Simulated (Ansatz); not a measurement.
The system is Ge.

```
Ge
1.0
     0.00000    2.82891    2.82891
     2.82891    0.00000    2.82891
     2.82891    2.82891    0.00000
Ge
2
Direct
  0.75000 0.75000 0.75000
  0.50000 0.50000 0.50000
```

Program: Ansatz 0.2.0. Alike in all runs: potentials or basis Ansatz PAW; cell as given; cutoff (eV) 420.

**Question.** Order these runs on this cell by their pressure, lowest first.
A. level RPBE; spin off; k mesh 8 × 8 × 8; smearing fermi-dirac 0.05 eV; points for each segment of the path 14
B. level LDA; spin SOC, no magnetisation; k mesh 6 × 6 × 6; smearing fermi-dirac 0.05 eV; points for each segment of the path 14
C. level PBE; spin off; k mesh 8 × 8 × 8; smearing gaussian 0.025 eV
D. level PBEsol; spin SOC, no magnetisation; k mesh 6 × 6 × 6; smearing fermi-dirac 0.05 eV; points for each segment of the path 14

**Answer.** B (-1.2 GPa), D (0.7 GPa), C (3.6 GPa), A (5.4 GPa).

Caveats: the PAW data sets come from PBE, with cores solved anew for the run's functional, which leaves a small shift of forces and pressure (some runs).
